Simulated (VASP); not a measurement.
Input of a VASP 6.6.1 run:

File INCAR:

```
SYSTEM = W
  ALGO = Fast
  EDIFF = 1E-7
  ENCUT = 520
  ISIF = 2
  ISMEAR = -1
  LASPH = .True.
  LCHARG = .False.
  LDAU = .True.
  LDAUJ = 0
  LDAUL = 2
  LDAUPRINT = 1
  LDAUTYPE = 2
  LDAUU = 6
  LMAXMIX = 4
  LREAL = .False.
  LWAVE = .False.
  NBANDS = 13
  NELM = 80
  PREC = Accurate
  SIGMA = 0.05
```

File KPOINTS:

```
k-points
0
Gamma
  12 12 12
  0 0 0
```

Contents of POSCAR:

```
W
1.0
   -1.5823450000      1.5823450000      1.5823450000
    1.5823450000     -1.5823450000      1.5823450000
    1.5823450000      1.5823450000     -1.5823450000
W
1
Direct
    0.0000000000      0.0000000000      0.0000000000
```

Potentials or basis: VASP PAW LDA potentials, release 64 (W_sv).

The run is started by

```sh
$ cat potpaw_LDA.64/W_sv/POTCAR > POTCAR
$ mpirun -np 1 vasp_std > vasp.out
```

(1) What does it give for the pressure?

(2) Estimate the band gap on the k mesh.

Results:

(1) 11.1 GPa.

(2) none (metal or under the smearing width).

Caveat: U without spin polarisation on a metal has little footing; the U is typed as a test and isn't derived for this compound.
